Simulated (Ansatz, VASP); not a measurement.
## CuI (Marshite) in VASP and in Ansatz

```xyz
2
Lattice="0.0000 3.0395 3.0395 3.0395 0.0000 3.0395 3.0395 3.0395 0.0000" Properties=species:S:1:pos:R:3 pbc="T T T"
Cu    1.5197    1.5197    1.5197
I     0.0000    0.0000    0.0000
```

Alike in both runs: functional PBE; k mesh 8 × 8 × 8; no spin polarisation.

Ansatz relaxed the structure, and its values are those at the end. VASP's run is a single point on that final structure, the one shown.

|  | VASP | Ansatz |
| --- | --- | --- |
| version | VASP 6.6.1 | Ansatz 0.2.0 |
| potentials or method | VASP PAW PBE potentials, release 64 (Cu, I) | scalar-relativistic, plane waves, PAW |
| plane-wave cutoff (eV) | 520 | 420 |
| occupations | gaussian, width 0.01 eV | fixed |
| valence electrons in the cell | 18 | 36 |

Ansatz gave:

* gap on the k mesh at the Fermi level (eV): 1.10
* least direct gap on the mesh (eV): 1.10
* pressure (GPa): 0.0

Question: What did VASP give for the same quantities?

Answer: gap on the k mesh at the Fermi level (eV): 1.12; least direct gap on the mesh (eV): 1.12; pressure (GPa): 0.0.

The two sets of potentials don't hold the same shells in valence.

Caveats: spin-orbit coupling is left out, which moves the levels of the heavy elements.
